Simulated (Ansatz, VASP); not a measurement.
# Cross-check of Si5H4C5 (armchair SiC ribbon N=5 H edges) between VASP and Ansatz

One calculation is typed for both programs; each brings its own data sets. How far apart do they land? The structure shown is the start of the Ansatz relaxation below; VASP solves that cell, so the two are compared at the walk's first step.

Program: Ansatz 0.2.0. Level of theory: plane waves, with VASP 6.6.1 beside it; single point at PBE. Results are calculated unless marked as measured.

## 1. Set-up

The cell holds 14 atoms: 5 Si, 5 C and 4 H. Cell: a = 15.660 Å, b = 7.000 Å, c = 5.370 Å, α = 90.0°, β = 90.0°, γ = 90.0°. Vacuum lies along a and b. The structure's axis is c.

Coordinates:

```cif
data_structure
_symmetry_space_group_name_H-M 'P 1'
_symmetry_Int_Tables_number 1
_cell_length_a 15.6600
_cell_length_b 7.0000
_cell_length_c 5.3700
_cell_angle_alpha 90.000
_cell_angle_beta 90.000
_cell_angle_gamma 90.000
_cell_volume 588.66
loop_
_atom_site_label
_atom_site_type_symbol
_atom_site_fract_x
_atom_site_fract_y
_atom_site_fract_z
_atom_site_occupancy
Si1 Si 0.30203 0.50000 0.00000 1
Si2 Si 0.50001 0.50000 0.00000 1
Si3 Si 0.69799 0.50000 0.00000 1
Si4 Si 0.40102 0.50000 0.50000 1
Si5 Si 0.59900 0.50000 0.50000 1
C6 C 0.30203 0.50000 0.33333 1
C7 C 0.50001 0.50000 0.33333 1
C8 C 0.69799 0.50000 0.33333 1
C9 C 0.40102 0.50000 0.83333 1
C10 C 0.59900 0.50000 0.83333 1
H11 H 0.24285 0.50000 0.43296 1
H12 H 0.75716 0.50000 0.43296 1
H13 H 0.22350 0.50000 0.86778 1
H14 H 0.77652 0.50000 0.86778 1
```

## 2. Ansatz: relaxation, PBE

Ansatz runs on its default PAW (the set named soft_2) files.

The two programs are compared at the cell with which this relaxation starts, whose forces are those of its first step.

Input file input.yaml:

```yaml
crystal:
  lattice:
    - [15.66, 0.0, 0.0]
    - [0.0, 7.0, 0.0]
    - [0.0, 0.0, 5.37]
  atoms:
    - { symbol: Si, position: [0.302027846, 0.5, 0.0] }
    - { symbol: Si, position: [0.500008111, 0.5, 0.0] }
    - { symbol: Si, position: [0.697988376, 0.5, 0.0] }
    - { symbol: C, position: [0.302027846, 0.5, 0.333333333] }
    - { symbol: C, position: [0.500008111, 0.5, 0.333333333] }
    - { symbol: C, position: [0.697988376, 0.5, 0.333333333] }
    - { symbol: H, position: [0.242854974, 0.5, 0.432960894] }
    - { symbol: H, position: [0.757161248, 0.5, 0.432960894] }
    - { symbol: Si, position: [0.401017979, 0.5, 0.5] }
    - { symbol: Si, position: [0.598998243, 0.5, 0.5] }
    - { symbol: C, position: [0.401017979, 0.5, 0.833333333] }
    - { symbol: C, position: [0.598998243, 0.5, 0.833333333] }
    - { symbol: H, position: [0.223499361, 0.5, 0.867783985] }
    - { symbol: H, position: [0.776516861, 0.5, 0.867783985] }
kpoints:
  mp_grid: { grid: [1, 1, 15] }
scf:
  occupations: { method: fermi_dirac, width: 0.05 }
hamiltonian:
  xc: pbe
relax:
  cell: { fix: [a, b, alpha, beta, gamma] }
  max_steps: 45
  f_tol: 0.03
```

On the command line:

```console
$ ansatz run input.yaml --threads 4 --pin off --max-ram 16384MiB --backend cpu --events-out ev --progress --plain --runs-dir out
```

Numbers of over 12 decimals in the logs are rounded to 6 here.

The log of the run:

```text
Engine: ansatz 0.2.0, aarch64-unknown-linux-gnu
Pseudopotentials: kind: paw
Pseudopotential: Si, paw, valence charge 4, recommended cutoff 420 eV (normal), Si.paw.azcp
Pseudopotential: C, paw, valence charge 4, recommended cutoff 420 eV (normal), C.paw.azcp
Pseudopotential: H, paw, valence charge 1, recommended cutoff 420 eV (normal), H.paw.azcp
Functional definition: PBE
  parameter kappa = 0.804
  parameter beta = 0.066725
  exchange = pbe_x(kappa = kappa, mu = beta*pi^2/3)
  correlation = pbe_c(beta = beta)
Crystal: 14 atoms, lattice volume = 588.659 Å³
Basis set: ecut = 420 eV, 11459 PW (Γ), exchange–correlation on 216×96×72 points (8 copies of the dense FFT grid, shifted against one another)
Bands: 36, of which v1, the nominal top of the filled ones, is band 22 counted from 1 (21 counted from 0)
Symmetry: 4 space group operations
Space group: Pmm2 (ITA 25), of the structure as read, at distance tolerance 8.4e-5 Å
k-points: 8 of 15 (time reversal used)
Non-local potential: Si, projectors of the file, l = 0: 2, l = 1: 2, l = 2: 2
Non-local potential: C, projectors of the file, l = 0: 2, l = 1: 2, l = 2: 1
Non-local potential: H, projectors of the file, l = 0: 2, l = 1: 1
PAW form: soft (Blöchl's): semilocal exchange-correlation on the pseudo side does not see the compensation charge
PAW one-centre angular grid: Si, 110 points (default); XC on 64 Gauss nodes
PAW one-centre angular grid: C, 110 points (default); XC on 64 Gauss nodes
PAW one-centre angular grid: H, 110 points (default); XC on 64 Gauss nodes
Initial density: superposition of atomic densities (neutral atoms: chi_scale 0, normalization atom), corrected by the library's trained network
Initial wavefunctions: pseudopotential atomic-orbital guess
Functional: x = pbe(κ = 0.804, μ = 0.219515), c = pbe(β = 0.066725)
SCF iter   1: F=—  HF=-4492.993375 eV  |F-HF|=—  |Δ(HF+E_count)|=         —  Δρ=1.92e-3  dr2=3.52e-2  ethr=1.77e-3  ⟨swp⟩=9.4  Hψ=1848  notcnv=0  defer=8
preconditioner: auto → Resta (q_TF=auto, 1.771 Å⁻¹)  ε∞=2.0  [insulator: Δε(μ)=2.092 eV  Ē_g=10.112 eV  σ=0.050 eV  W_gap=1.00  n_scr=56 (ndim 8)  ℏωp=10.2 eV  f_vac=0.586  D(μ)=0.00/eV (n_scr^D=0)  ε∞_Penn≈2.0  vacuum switching on, ρ_ref=7.4e-3 e/Å³]
SCF iter   2: F=—  HF=-4493.002710 eV  |F-HF|=—  |Δ(HF+E_count)|=   9.34e-3  Δρ=1.06e-3  dr2=7.65e-3  ethr=7.99e-5  ⟨swp⟩=2.1  Hψ=510  notcnv=0  defer=56
SCF iter   3: F=—  HF=-4493.007459 eV  |F-HF|=—  |Δ(HF+E_count)|=   4.75e-3  Δρ=4.95e-4  dr2=2.42e-3  ethr=1.74e-5  ⟨swp⟩=2.1  Hψ=453  notcnv=0  defer=56
SCF iter   4: F=—  HF=-4493.008130 eV  |F-HF|=—  |Δ(HF+E_count)|=   6.70e-4  Δρ=1.48e-4  dr2=2.83e-4  ethr=5.50e-6  ⟨swp⟩=2.1  Hψ=440  notcnv=0  defer=56
SCF iter   5: F=—  HF=-4493.008096 eV  |F-HF|=—  |Δ(HF+E_count)|=   3.33e-5  Δρ=5.73e-5  dr2=1.92e-5  ethr=6.43e-7  ⟨swp⟩=2.0  Hψ=362  notcnv=0  defer=56
SCF iter   6: F=—  HF=-4493.008646 eV  |F-HF|=—  |Δ(HF+E_count)|=   5.50e-4  Δρ=2.34e-5  dr2=4.94e-6  ethr=4.37e-8  ⟨swp⟩=2.0  Hψ=460  notcnv=0  defer=56
SCF iter   7: F=—  HF=-4493.008647 eV  |F-HF|=—  |Δ(HF+E_count)|=   6.20e-7  Δρ=5.39e-6  dr2=1.44e-7  ethr=1.12e-8  ⟨swp⟩=2.2  Hψ=397  notcnv=0  defer=56
SCF iter   8: F=-4493.008647 eV  HF=-4493.008647 eV  |F-HF|=1.33e-9  |Δ(HF+E_count)|=   2.43e-7  Δρ=1.90e-6  dr2=2.62e-8  ethr=2.27e-10  ⟨swp⟩=5.0  Hψ=979  notcnv=0
SCF 1 converged in 8 iterations: F = -4493.008647 eV  dr2 = 2.62e-8
  greatest PAW one-centre occupation: 0.652 electrons in one spin orbital (limit 2), on the C atom at site 5 (counted from 0), in its partial waves of l = 0
relax step   1: F+E_penalty+E_count = -4493.00864681 eV  Δ(F+E_penalty+E_count) = +0.000e0 eV  max|allowed force component| = 1.876e0 eV/Å  Δτ_max = 0.0000 Å  P = +0.129 GPa  Ω = 588.659 Å³  fix = [a, b, alpha, beta, gamma]  reactions: a +0.404, b +0.287 GPa  (8 SCF iters, dr2 threshold 1.00e-7 eV, accepted)
[...]
relax step   3: F+E_penalty+E_count = -4493.21386047 eV  Δ(F+E_penalty+E_count) = -3.176e-2 eV  max|allowed force component| = 6.136e-2 eV/Å  Δτ_max = 0.0246 Å  P = +0.124 GPa  Ω = 592.112 Å³  energy of the carried Pulay correction = -1.341e-3 eV  fix = [a, b, alpha, beta, gamma]  reactions: a +0.040, b +0.273 GPa  (6 SCF iters, dr2 threshold 1.40e-6 eV, accepted)
[...]
relax step   4: F+E_penalty+E_count = -4493.21409975 eV  Δ(F+E_penalty+E_count) = -2.393e-4 eV  max|allowed force component| = 2.694e-2 eV/Å  Δτ_max = 0.0083 Å  P = +0.073 GPa  Ω = 592.293 Å³  energy of the carried Pulay correction = -1.412e-3 eV  fix = [a, b, alpha, beta, gamma]  reactions: a -0.036, b +0.273 GPa  (5 SCF iters, dr2 threshold 2.35e-7 eV, accepted)
[...]
relax step   5: F+E_penalty+E_count = -4493.21559792 eV  Δ(F+E_penalty+E_count) = -1.498e-3 eV  max|allowed force component| = 2.682e-2 eV/Å  Δτ_max = 0.0000 Å  P = +0.075 GPa  Ω = 592.293 Å³  fix = [a, b, alpha, beta, gamma]  reactions: a -0.037, b +0.276 GPa  stress off target by 1.47e-2 GPa on what of the cell is left free  SCF on the basis re-selected at this cell (its energy is not comparable with the rows above)  (5 SCF iters)
basis re-selected at this cell: Δ(F+E_penalty+E_count) = -1.498e-3 eV, ΔP = +0.002 GPa vs the last step (what re-selecting the basis moved, of the pressure what is left beyond the Pulay correction that the steps carried, after the strain that the cell walked since its last selection, with what the two solves' SCF thresholds leave and, on support functions, any second-order correction that the steps lacked; it is no measure of the basis error at this ecutwfc). The dense FFT grid was sized anew with the basis: this SCF ran on 108×48×40 points, the steps before it on 108×48×36, so part of this shift can come from that change (see relax.cell in the input reference). [rest of the remark cut]
SCF converged after 5 iterations
Free energy (F): -4493.215598 eV
Harris-Foulkes:  -4493.215598 eV  (|F-HF|=1.33e-9)
Internal energy: -4493.215598 eV  (E = F + TS)
E sigma→0 (E₀):  -4493.215598 eV
Fermi energy:    -1.042831 eV
--- Per-component energies (eV) ---
  E_band       = -343.112345
  E_kinetic    = 708.525166
  E_local      = -5287.115377  (includes V_loc(G=0)·N_el)
  E_nonlocal   = 270.845004
  E_hartree    = 2294.163196
  E_xc         = -550.803389
  E_vxc        = -575.215612  (∫ρ·V_xc dr)
  E_paw        = -3062.506790  (= ΣΔE_a)
  E_vpaw       = -48.473401  (= ΣTr[D̂ρ^β])
  E_aug_tail   = -0.005099  (compensation charges beyond the density's cutoff)
  E_ewald      = 1133.681691
  E_smearing   = -0.000000  (= −TS)
  E_closure    = 0.000000  (closes the sum)
  Σ components = -4493.215598   (vs F -4493.215598, Δ=0.00e0)
--- Forces (eV/Å), atoms counted from 1 ---
  atom   1  Si     0.00396818     0.00000000     0.00513891
  atom   2  Si     0.00000000     0.00000000     0.00818051
  atom   3  Si    -0.00396818     0.00000000     0.00513891
  atom   4  C     -0.01232311     0.00000000    -0.02158719
  atom   5  C      0.00000000     0.00000000    -0.00376215
  atom   6  C      0.01232311     0.00000000    -0.02158719
  atom   7  H     -0.00119359     0.00000000     0.00692012
  atom   8  H      0.00119359     0.00000000     0.00692012
  atom   9  Si     0.00251760     0.00000000    -0.00572180
  atom  10  Si    -0.00251760     0.00000000    -0.00572180
  atom  11  C     -0.01393736     0.00000000     0.00322142
  atom  12  C      0.01393736     0.00000000     0.00322142
  atom  13  H      0.02682249     0.00000000     0.00982508
  atom  14  H     -0.02682249     0.00000000     0.00982508
  max |Σ_I F_I| component: 1.14e-5 eV/Å
--- Stress (GPa, compression-positive) ---
       -0.037274       0.000000       0.000000
        0.000000       0.275787       0.000000
        0.000000       0.000000      -0.014681
  P = ⅓ Tr σ = 0.0746 GPa (0.746 kbar)
--- Relaxed structure (4 steps of the walk, 4 accepted, 1 SCFs on fresh bases) ---
  F+E_penalty+E_count = -4493.21559792 eV   max|allowed force component| = 2.682e-2 eV/Å   (the final SCF, on the basis selected at the relaxed cell)
  cell:  # Å, volume = 592.2933 Å³
    - [15.66, 0.0, 0.0]
    - [0.0, 7.0, 0.0]
    - [0.0, 0.0, 5.403150]
  atoms:
    - { symbol: Si, position: [0.305742, 0.5, 0.00759254] }
    - { symbol: Si, position: [0.500008111, 0.5, 0.000973425] }
    - { symbol: Si, position: [0.694274, 0.5, 0.00759254] }
    - { symbol: C, position: [0.303666, 0.5, 0.330693] }
    - { symbol: C, position: [0.500008111, 0.5, 0.332752] }
    - { symbol: C, position: [0.696350, 0.5, 0.330693] }
    - { symbol: H, position: [0.242217, 0.5, 0.425773] }
    - { symbol: H, position: [0.757799, 0.5, 0.425773] }
    - { symbol: Si, position: [0.400869, 0.5, 0.499753] }
    - { symbol: Si, position: [0.599147, 0.5, 0.499753] }
    - { symbol: C, position: [0.401581, 0.5, 0.831994] }
    - { symbol: C, position: [0.598435, 0.5, 0.831994] }
    - { symbol: H, position: [0.222752, 0.5, 0.871409] }
    - { symbol: H, position: [0.777265, 0.5, 0.871409] }
```

(Continued in part 2 of 2.)

[Lines on the potential files, build, host, timing and source positions are cut from VASP's logs without a mark.]

[Logs are printed without paths, hosts, clocks, repeated set-up lines and the standing remarks that a program may print on its own settings, such as how far it seeks lower states.]

[Hosts, paths, dates, database ids (printed as entryN), source tags and the programs' standing remarks are cut or masked in the printed files.]
